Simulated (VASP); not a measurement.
Here is a VASP 6.6.1 calculation.

File INCAR:

```
PREC = Accurate
ENCUT = 520
EDIFF = 1E-6
ISMEAR = 0
SIGMA = 0.05
LREAL = False
LASPH = True
NELM = 100
ALGO = Normal
ISIF = 2
LWAVE = False
LCHARG = False
NBANDS = 20
```

File KPOINTS:

```
Automatic mesh
0
Gamma
  4 4 4
```

The input POSCAR:

```
PbS2
1.0
    0.0000000000      3.2686686705      3.2686686705
    3.2686686705      0.0000000000      3.2686686705
    3.2686686705      3.2686686705      0.0000000000
Pb S
1 2
Direct
    0.0000000000      0.0000000000      0.0000000000
    0.2500000000      0.2500000000      0.2500000000
    0.7500000000      0.7500000000      0.7500000000
```

Potentials or basis: VASP PAW LDA potentials, release 64 (Pb_d, S).

Run with:

```console
$ cat potpaw_LDA.64/Pb_d/POTCAR potpaw_LDA.64/S/POTCAR > POTCAR
$ mpirun -np 1 vasp_std > vasp.out
```

**Question.** What does it give for the pressure?

**Answer.** 1.2 GPa.

**Question.** What does it give for the band gap on the k mesh?

**Answer.** None (metal or under the smearing width).

Caveat: the k mesh is coarse (spacing up to 0.42 Å⁻¹), so the values aren't converged. The run has no spin-orbit coupling, so splittings on Pb are missing.
